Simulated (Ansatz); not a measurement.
# Piezoelectric tensor of GaP

All numbers below come from DFT PBEsol, scalar-relativistic, plane waves, PAW (Ansatz). Settings: 420 eV plane-wave cutoff, Γ-centred 8×8×8 mesh, fixed occupations. No spin polarisation.

Equilibrium structure at this level:
```
Ga P
1.0
     0.00000    2.71923    2.71923
     2.71923    0.00000    2.71923
     2.71923    2.71923    0.00000
Ga P
1 1
Cartesian
  0.0000 0.0000 0.0000
  1.3596 1.3596 1.3596
```

Question: Give the relaxed-ion proper piezoelectric stress tensor e_iJ (C/m², Voigt columns xx yy zz yz xz xy).

Answer:
```
x    0.000  0.000  0.000 -0.126  0.000  0.000
y    0.000  0.000  0.000  0.000 -0.126  0.000
z    0.000  0.000  0.000  0.000  0.000 -0.126
```
Signs follow the orientation of the cell as given.

Question: With the elastic constants (GPa, Voigt order)
C11 = 134.8, C12 = 60.2, C13 = 60.2, C22 = 134.8, C23 = 60.2, C33 = 134.8, C44 = 67.4, C55 = 67.4, C66 = 67.4 GPa; the others vanish.
find the strain coefficients d = e·C⁻¹ (pC/N).

Answer:
```
x    0.00  0.00  0.00 -1.86  0.00  0.00
y    0.00  0.00  0.00  0.00 -1.86  0.00
z    0.00  0.00  0.00  0.00  0.00 -1.86
```

Cost: 1 run of about 1 core-minutes, on Intel Xeon Platinum 8259CL (Skylake/Cascade Lake) (shared hosts).